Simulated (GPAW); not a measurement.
# GaCuSe2 (I-42d) in GPAW: notebook, part 2 of 3

GPAW 26.7.0. Earlier steps stand in the parts before.

## (4) Optical spectrum, PBE

Input file run.py:

```python
from ase import Atoms
from ase.dft.bandgap import bandgap
from ase.io import write
from gpaw import GPAW, PW
from gpaw.response.df import DielectricFunction

atoms = Atoms(['Se', 'Se', 'Se', 'Se', 'Ga', 'Ga', 'Cu', 'Cu'],
              cell=[[-2.80955, 2.80955, 5.513],
                    [2.80955, -2.80955, 5.513],
                    [2.80955, 2.80955, -5.513]],
              scaled_positions=[[0.12562, 0.625, 0.00062],
                                [0.875, 0.87438, 0.49938],
                                [0.62438, 0.125, 0.99938],
                                [0.375, 0.37562, 0.50062],
                                [0.25, 0.75, 0.5],
                                [0.5, 0.5, 0.0],
                                [0.75, 0.25, 0.5],
                                [0.0, 0.0, 0.0]],
              pbc=True)

calc = GPAW(mode=PW(400),
            xc='PBE',
            kpts={'size': (6, 6, 6), 'gamma': True},
            occupations={'name': 'fermi-dirac', 'width': 0.001},
            nbands=48,
            convergence={'density': 1e-06},
            maxiter=150,
            txt='gpaw.txt')
atoms.calc = calc
energy = atoms.get_potential_energy()
calc.write('gs.gpw')
write('result.traj', atoms)
print(f'Energy: {energy:.6f} eV')
print('Fermi level:', round(calc.get_fermi_level(), 4), 'eV')
print(f'Gap: {bandgap(calc)[0]:.4f} eV, direct: {bandgap(calc, direct=True)[0]:.4f} eV')

dense = calc.fixed_density(kpts={'size': (4, 4, 4), 'gamma': True},
                           nbands=96, convergence={'bands': 90, 'eigenstates': 1e-7},
                           update_fermi_level=True, txt='dense.txt')
dense.write('dense.gpw', mode='all')

df = DielectricFunction('dense.gpw', frequencies={'type': 'nonlinear', 'domega0': 0.05, 'omega2': 10},
                        eta=0.1, ecut=50, nbands=90, eshift=1, intraband=False, txt='df.txt')
for direction in ['x', 'z']:
    df.get_dielectric_function(xc='RPA', direction=direction, filename=f'df_{direction}.csv')
    e0, e = df.get_macroscopic_dielectric_constant(xc='RPA', direction=direction)
    print(f'{direction}: static eps {e0:.4f} without, {e:.4f} with local fields')
```

Potentials or basis: GPAW PAW data sets (gpaw-data 1.2.1), pw.

Started as:

```
$ OMP_NUM_THREADS=1 python run.py
```

gpaw.txt:

```text
__  _  _
 | _ |_)|_||  |
 |__||  | ||/\| - 26.7.0

Input parameters:
  mode=PW(ecut=400.0),
  convergence={'density': 1e-06},
  kpts=MonkhorstPack(size=(6, 6, 6), gamma=True),
  maxiter=150,
  nbands=48,
  occupations=Occupations(name='fermi-dirac', width=0.001),
  xc=XC(name='PBE')

Diagonalizing LCAO Hamiltonian
Converting LCAO to pw mode

            Se

        Ga

          Cu
           Se  Ga
             Se

              Se
        Cu

Atoms  # Å, Bohr magnetons
|   | symbol |         x |         y |         z |    initial magnetic moments |
|---|--------|-----------|-----------|-----------|-----------------------------|
| 0 |     Se |  1.404775 | -1.401291 |  4.134750 | ( 0.0000,  0.0000,  0.0000) |
| 1 |     Se |  1.401291 |  1.404775 |  6.891250 | ( 0.0000,  0.0000,  0.0000) |
| 2 |     Se |  1.404775 |  4.210841 | -1.378250 | ( 0.0000,  0.0000,  0.0000) |
| 3 |     Se |  1.408259 |  1.404775 |  1.378250 | ( 0.0000,  0.0000,  0.0000) |
| 4 |     Ga |  2.809550 |  0.000000 |  2.756500 | ( 0.0000,  0.0000,  0.0000) |
| 5 |     Ga |  0.000000 |  0.000000 |  5.513000 | ( 0.0000,  0.0000,  0.0000) |
| 6 |     Cu | -0.000000 |  2.809550 |  2.756500 | ( 0.0000,  0.0000,  0.0000) |
| 7 |     Cu |  0.000000 |  0.000000 |  0.000000 | ( 0.0000,  0.0000,  0.0000) |

Unit cell  # Å
| periodic |         x |         y |         z |  lengths |     angles |
|----------|-----------|-----------|-----------|----------|------------|
|      yes | -2.809550 |  2.809550 |  5.513000 | 6.795610 | 131.158269 |
|      yes |  2.809550 | -2.809550 |  5.513000 | 6.795610 | 131.158269 |
[... 151 lines left out ...]
  Fermi-Dirac:
    width: 0.0010  # eV

poisson solver:
  ecut: 3200.0  # eV

xc functional:
  name: PBE with 2 nearest neighbor stencil

convergence criteria:
- Maximum integral of absolute [dens]ity change: 1e-06 electrons / valence electron
- Maximum [total energy] change in last 3 cyles: 0.0005 eV / valence electron
- Maximum integral of absolute [eigenst]ate change: 4e-08 eV^2 / valence electron
maximum number of iterations: 150

SCF iterations
|iter     | |      energy | eigst |  dens |
|---------|-|-------------|-------|-------|
|iter:   1| |  -31.871425 | +0.30 |       |
|iter:   2| |  -31.357643 | -1.73 | -1.07 |
|iter:   3| |  -30.640380 | -1.49 | -1.12 |
|iter:   4| |  -30.597461 | -2.65 | -1.43 |
|iter:   5| |  -30.579316 | -3.08 | -1.62 |
|iter:   6| |  -30.578987c| -3.92 | -2.03 |
|iter:   7| |  -30.579261c| -4.42 | -2.85 |
|iter:   8| |  -30.578918c| -4.88 | -3.09 |
|iter:   9| |  -30.578937c| -6.34 | -3.35 |
|iter:  10| |  -30.578944c| -6.81 | -3.74 |
|iter:  11| |  -30.578944c| -7.96c| -4.54 |
|iter:  12| |  -30.578944c| -8.24c| -4.97 |
|iter:  13| |  -30.578944c| -8.87c| -5.78 |
|iter:  14| |  -30.578944c| -9.04c| -6.07c|

Converged in 14 steps
Energy contributions relative to reference atoms: (reference = -460226.375262)

Energy contributions:
  Kinetic:          52.802471
  Coulomb:         -50.031066
  Zero:              0.194427
  External:          0.000000
  Xc:              -33.544776
  Entropy:          -0.000000
  Spinorbit:         0.000000
  ----------------------------
  Free energy:     -30.578944
  Extrapolated:    -30.578944

dipole moment: (-12.695175, -13.691312, 2.225335)  # |e|*Ang

Fermi level: 5.466
Eigenvalues  # (at kpt = [0.000, 0.000, 0.000])
| band index |      eig [eV] | occ [0-2] |
|------------|---------------|-----------|
|          0 |        -9.248 |     2.000 |
|        ... |               |           |
|         18 |         3.428 |     2.000 |
|         19 |         3.700 |     2.000 |
|         20 |         3.745 |     2.000 |
|         21 |         3.745 |     2.000 |
|         22 |         3.849 |     2.000 |
|         23 |         5.245 |     2.000 |
[... 8 lines left out ...]
|         32 |        10.166 |     0.000 |
|         33 |        10.214 |     0.000 |
|        ... |               |           |
|         47 |        16.196 |     0.000 |

Gap: 0.261 eV
Transition (v -> c):
  (s=0, k=0, n=25, [0.00, 0.00, 0.00]) -> (s=0, k=0, n=26, [0.00, 0.00, 0.00])
No difference between direct/indirect transitions
# Writing to gs.gpw (mode='')
```

df.txt:

```text
NonLinearFrequencyDescriptor(from 0.000 to 39.611 eV, 301 points)
NonLinearFrequencyDescriptor(from 0.000 to 39.611 eV, 301 points)

Calculating chi0 body with:
    Ground state adapter containing:
    Number of spins: 1
    Number of kpoints: 64
    Number of irreducible kpoints: 14
    Number of completely occupied states: 26
    Number of partially occupied states: 26

    Linear response parametrization:
    q_c: [0.0, 0.0, 0.0]
    Number of frequency points: 301
    Planewave cutoff: 50.0
    Number of bands: 90
    Number of planewaves: 131
    Broadening (eta): 0.1

Integrating chi0 body.

Symmetries of q_c:
    Direct symmetries (Uq -> q): 4
    Indirect symmetries (TUq -> q): 4
In total 8 allowed symmetries.

Integral kind: spectral function

Calculating chi0 optical extensions with:
    Ground state adapter containing:
    Number of spins: 1
    Number of kpoints: 64
    Number of irreducible kpoints: 14
    Number of completely occupied states: 26
    Number of partially occupied states: 26

    Linear response parametrization:
    Number of frequency points: 301
    Planewave cutoff: 50.0
    Number of bands: 90
    Number of planewaves: 131
    Broadening (eta): 0.1
Integrating chi0 head and wings.

Symmetries of q_c:
    Direct symmetries (Uq -> q): 4
    Indirect symmetries (TUq -> q): 4
In total 8 allowed symmetries.

Integral kind: spectral function wings

Finished calculating chi0
```

It took 5.2 min on 1 thread of Arm Neoverse V1, shared host; peak memory 0.81 GiB.

What came out:

* Free energy: -30.5789 eV
* Band gap on the k mesh: 0.26 eV, direct

Dielectric function (mean over the directions given):
```tsv
energy (eV)	real part	imaginary part
0.25	19.96	0.39
0.88	28.69	3.96
1.54	-18.80	17.27
2.18	3.82	1.60
2.79	9.94	13.01
3.43	4.60	7.18
4.16	5.21	6.37
4.79	4.99	7.23
5.38	4.09	7.25
6.07	1.95	6.14
6.63	2.57	8.25
7.29	0.03	6.92
8.07	-1.33	6.11
8.71	-1.73	4.62
9.27	-1.73	4.20
9.96	-1.76	2.99
10.57	-1.36	3.19
11.20	-1.69	2.45
11.96	-1.58	1.81
12.53	-1.22	1.19
13.24	-0.92	1.29
13.85	-0.80	1.03
14.48	-0.72	0.91
15.13	-0.52	0.73
15.94	-0.35	0.55
16.64	-0.13	0.60
17.36	-0.11	0.54
18.12	-0.05	0.50
18.90	0.05	0.41
19.87	0.17	0.38
```

Caveat: the k mesh is coarse; with so narrow a direct gap the onset needs a denser k mesh; the long-wavelength limit can be off by several per cent where d states take part; spectra need much finer meshes, so this one isn't converged; independent-particle spectra lack excitons.

## (5) Optical spectrum, PBE

Edit run.py of step 4 so:

```diff
@@ -42,3 +42,3 @@
 df = DielectricFunction('dense.gpw', frequencies={'type': 'nonlinear', 'domega0': 0.05, 'omega2': 10},
-                        eta=0.1, ecut=50, nbands=90, eshift=1, intraband=False, txt='df.txt')
+                        eta=0.1, ecut=50, nbands=90, eshift=1.5, intraband=False, txt='df.txt')
 for direction in ['x', 'z']:
```

Potentials or basis: GPAW PAW data sets (gpaw-data 1.2.1), pw.

Started as:

```
$ OMP_NUM_THREADS=1 python run.py
```

gpaw.txt:

```text
__  _  _
 | _ |_)|_||  |
 |__||  | ||/\| - 26.7.0

Input parameters:
  mode=PW(ecut=400.0),
  convergence={'density': 1e-06},
  kpts=MonkhorstPack(size=(6, 6, 6), gamma=True),
  maxiter=150,
  nbands=48,
  occupations=Occupations(name='fermi-dirac', width=0.001),
  xc=XC(name='PBE')

Diagonalizing LCAO Hamiltonian
Converting LCAO to pw mode

            Se

        Ga

          Cu
           Se  Ga
             Se

              Se
        Cu

Atoms  # Å, Bohr magnetons
|   | symbol |         x |         y |         z |    initial magnetic moments |
|---|--------|-----------|-----------|-----------|-----------------------------|
| 0 |     Se |  1.404775 | -1.401291 |  4.134750 | ( 0.0000,  0.0000,  0.0000) |
| 1 |     Se |  1.401291 |  1.404775 |  6.891250 | ( 0.0000,  0.0000,  0.0000) |
| 2 |     Se |  1.404775 |  4.210841 | -1.378250 | ( 0.0000,  0.0000,  0.0000) |
| 3 |     Se |  1.408259 |  1.404775 |  1.378250 | ( 0.0000,  0.0000,  0.0000) |
| 4 |     Ga |  2.809550 |  0.000000 |  2.756500 | ( 0.0000,  0.0000,  0.0000) |
| 5 |     Ga |  0.000000 |  0.000000 |  5.513000 | ( 0.0000,  0.0000,  0.0000) |
| 6 |     Cu | -0.000000 |  2.809550 |  2.756500 | ( 0.0000,  0.0000,  0.0000) |
| 7 |     Cu |  0.000000 |  0.000000 |  0.000000 | ( 0.0000,  0.0000,  0.0000) |

Unit cell  # Å
| periodic |         x |         y |         z |  lengths |     angles |
|----------|-----------|-----------|-----------|----------|------------|
|      yes | -2.809550 |  2.809550 |  5.513000 | 6.795610 | 131.158269 |
|      yes |  2.809550 | -2.809550 |  5.513000 | 6.795610 | 131.158269 |
|      yes |  2.809550 |  2.809550 | -5.513000 | 6.795610 |  71.561743 |

Number of symmetries: 4
Symmetry operations  # r_c * U_cc + t_c -> r_c
|   | kind |            matrix            |
|---|------|------------------------------|
| 0 |  E   |  1, 0, 0,  0, 1, 0,  0, 0, 1 |
| 1 |  C2  |  0, 1, 0,  1, 0, 0, -1,-1,-1 |
| 2 |  S4  |  0, 0, 1, -1,-1,-1,  0, 1, 0 |
| 3 |  S4  | -1,-1,-1,  0, 0, 1,  1, 0, 0 |

BZ-sampling:
  Number of BZ points: 216
  Number of IBZ points: 36

  Monkhorst-Pack size: [6, 6, 6]
  Monkhorst-Pack shift: [0.08333333333333333, 0.08333333333333333, 0.08333333333333333]

K-points  # in reciprocal-cell coordinates
|     |                                coordinates |     weight |
|-----|--------------------------------------------|------------|
|   0 | (  0.00000000,   0.00000000,   0.00000000) | 0.00462963 |
|   1 | (  0.16666667,  -0.16666667,   0.00000000) | 0.01851852 |
|   2 | (  0.16666667,  -0.16666667,   0.16666667) | 0.01851852 |
|   3 | (  0.16666667,   0.00000000,   0.00000000) | 0.03703704 |
|   4 | (  0.16666667,   0.16666667,  -0.16666667) | 0.00925926 |
|   5 | (  0.33333333,  -0.33333333,  -0.16666667) | 0.01851852 |
|   6 | (  0.33333333,  -0.33333333,   0.00000000) | 0.01851852 |
|   7 | (  0.33333333,  -0.33333333,   0.16666667) | 0.01851852 |
|   8 | (  0.33333333,  -0.33333333,   0.33333333) | 0.01851852 |
|   9 | (  0.33333333,  -0.16666667,  -0.16666667) | 0.03703704 |
| ... |                                            |            |
|  35 | (  0.50000000,   0.50000000,   0.50000000) | 0.00462963 |

Plane wave coefficients: 3185
Cutoff: 400.0 eV

Spin-components: 1 (collinear spins)
Bands:           48
Projectors:      42
Spin-degeneracy: 2
Datatype:        complex128

Parallelization:
  kpt:    1
  domain: 1
  band:   1

Density:
  Valence electrons: 52.0
  Components: 1
  Grid points: [32 32 32]
  Charge: 0.0  # |e|

Potential:
  Grid points: [32 32 32]

species:
  Se:
    name:    Selenium
    Z:       34.0
    valence: 6
    core:    28
    charge:  0.0  # [|e|]
    compensation charges:
      type: gauss
      rc: 0.27  # [Å]
      lmax: 2
    cutoffs:
      filter: 1.77  # [Å]
      core: 2.67  # [Å]
    projectors
    | kind |    occ | energy [eV] | rcut [Å] |
    |------|--------|-------------|----------|
    |   4s |  2.000 |     -17.277 |    0.847 |
    |   4p |  4.000 |      -6.512 |    1.005 |
    |    s |        |       9.935 |    0.847 |
    |    p |        |      20.699 |    1.005 |
    |    d |        |       0.000 |    0.847 |

    Using partial waves for Se as LCAO basis

  Ga:
    name:    Gallium
    Z:       31.0
    valence: 3
    core:    28
    charge:  0.0  # [|e|]
    compensation charges:
      type: gauss
      rc: 0.37  # [Å]
      lmax: 2
    cutoffs:
      filter: 2.06  # [Å]
      core: 4.17  # [Å]
    projectors
    | kind |    occ | energy [eV] | rcut [Å] |
    |------|--------|-------------|----------|
    |   4s |  2.000 |      -8.945 |    1.164 |
    |   4p |  1.000 |      -2.580 |    1.164 |
    |    s |        |      18.266 |    1.164 |
    |    p |        |      24.631 |    1.164 |
    |    d |        |       0.000 |    1.164 |

    Using partial waves for Ga as LCAO basis

  Cu:
    name:    Copper
    Z:       29.0
    valence: 11
    core:    18
    charge:  0.0  # [|e|]
    compensation charges:
      type: gauss
      rc: 0.33  # [Å]
      lmax: 2
    cutoffs:
      filter: 2.06  # [Å]
      core: 2.43  # [Å]
    projectors
    | kind |    occ | energy [eV] | rcut [Å] |
    |------|--------|-------------|----------|
    |   4s |  1.000 |      -4.609 |    1.164 |
    |   4p |  0.000 |      -0.698 |    1.164 |
    |   3d | 10.000 |      -5.039 |    1.058 |
    |    s |        |      22.603 |    1.164 |
    |    p |        |      26.513 |    1.164 |
    |    d |        |      22.172 |    1.058 |

    Using partial waves for Cu as LCAO basis

Reference energy: -460226.375262  # eV

eigensolver:
  PPCG
  Converge bands: occupied
  niter=2

density mixing:
  MSR1-Mixer
  Pratt-step length: 0.05
  Maximum mixing coefficient: 0.75
  Old densities: 10
  SVD Regularization: 0.005
  Good broyden scale: 1.0
  Trust region scale: 1.0
  Backstep threshold: 4.0
  History deletion threshold: 6.0
  Fourier metric: weight=20.0, sigma=0.015

occupation numbers:
  Fermi-Dirac:
    width: 0.0010  # eV

poisson solver:
  ecut: 3200.0  # eV

xc functional:
  name: PBE with 2 nearest neighbor stencil

convergence criteria:
- Maximum integral of absolute [dens]ity change: 1e-06 electrons / valence electron
- Maximum [total energy] change in last 3 cyles: 0.0005 eV / valence electron
- Maximum integral of absolute [eigenst]ate change: 4e-08 eV^2 / valence electron
maximum number of iterations: 150

SCF iterations
|iter     | |      energy | eigst |  dens |
|---------|-|-------------|-------|-------|
|iter:   1| |  -31.871425 | +0.30 |       |
|iter:   2| |  -31.357643 | -1.73 | -1.07 |
|iter:   3| |  -30.640380 | -1.49 | -1.12 |
|iter:   4| |  -30.597461 | -2.65 | -1.43 |
|iter:   5| |  -30.579316 | -3.08 | -1.62 |
|iter:   6| |  -30.578987c| -3.92 | -2.03 |
|iter:   7| |  -30.579261c| -4.42 | -2.85 |
|iter:   8| |  -30.578918c| -4.88 | -3.09 |
|iter:   9| |  -30.578937c| -6.34 | -3.35 |
|iter:  10| |  -30.578944c| -6.81 | -3.74 |
|iter:  11| |  -30.578944c| -7.96c| -4.54 |
|iter:  12| |  -30.578944c| -8.24c| -4.97 |
|iter:  13| |  -30.578944c| -8.87c| -5.78 |
|iter:  14| |  -30.578944c| -9.04c| -6.07c|

Converged in 14 steps
Energy contributions relative to reference atoms: (reference = -460226.375262)

Energy contributions:
  Kinetic:          52.802471
  Coulomb:         -50.031066
  Zero:              0.194427
  External:          0.000000
  Xc:              -33.544776
  Entropy:          -0.000000
  Spinorbit:         0.000000
  ----------------------------
  Free energy:     -30.578944
  Extrapolated:    -30.578944

dipole moment: (-12.695175, -13.691312, 2.225335)  # |e|*Ang

Fermi level: 5.466
Eigenvalues  # (at kpt = [0.000, 0.000, 0.000])
| band index |      eig [eV] | occ [0-2] |
|------------|---------------|-----------|
|          0 |        -9.248 |     2.000 |
|        ... |               |           |
|         18 |         3.428 |     2.000 |
|         19 |         3.700 |     2.000 |
|         20 |         3.745 |     2.000 |
|         21 |         3.745 |     2.000 |
|         22 |         3.849 |     2.000 |
|         23 |         5.245 |     2.000 |
[... 8 lines left out ...]
|         32 |        10.166 |     0.000 |
|         33 |        10.214 |     0.000 |
|        ... |               |           |
|         47 |        16.196 |     0.000 |

Gap: 0.261 eV
Transition (v -> c):
  (s=0, k=0, n=25, [0.00, 0.00, 0.00]) -> (s=0, k=0, n=26, [0.00, 0.00, 0.00])
No difference between direct/indirect transitions
# Writing to gs.gpw (mode='')
```

Run time: 5.1 min. Hardware: 1 thread of Arm Neoverse V1, shared host; peak memory 0.81 GiB.

Results:

```yaml
Free_energy: -30.5789 eV
Band_gap_on_the_k_mesh: 0.26 eV, direct
```

Dielectric function (mean over the directions given):
```
energy (eV)  real part  imaginary part
       0.25      15.83            0.15
       0.67      17.07            0.50
       1.15      21.58            1.73
       1.66      42.91           25.82
       2.18     -10.44            6.60
       2.66       2.83            1.65
       3.17      11.85            6.51
       3.56       1.44            7.46
       4.03       3.13            6.58
       4.51       4.49            5.62
       5.01       4.00            7.06
       5.53       2.77            7.46
       6.07       2.85            7.91
       6.55       1.52            6.22
       6.87       2.50            7.33
       7.38      -0.40            8.66
       7.90      -0.38            6.92
       8.43      -1.36            6.10
       8.89      -2.07            5.64
       9.47      -1.88            4.40
       9.76      -1.84            4.20
      10.26      -2.06            3.21
      10.78      -1.42            2.74
      11.31      -1.89            2.62
      11.85      -1.79            2.19
      12.30      -1.53            2.00
      12.77      -1.56            1.50
      13.24      -1.07            1.18
      13.72      -1.00            1.31
      14.22      -0.93            1.09
      14.73      -0.77            1.00
      15.26      -0.75            0.81
      15.80      -0.56            0.71
      16.21      -0.49            0.64
      16.78      -0.28            0.56
      17.36      -0.23            0.61
      17.96      -0.15            0.55
      18.58      -0.11            0.51
      19.22      -0.04            0.41
      19.87       0.04            0.38
```

Caveat: the k mesh is coarse; with so narrow a direct gap the onset needs a denser k mesh; the long-wavelength limit can be off by several per cent where d states take part; spectra need much finer meshes, so this one isn't converged; independent-particle spectra lack excitons.

(Part 2 of 3 ends here.)
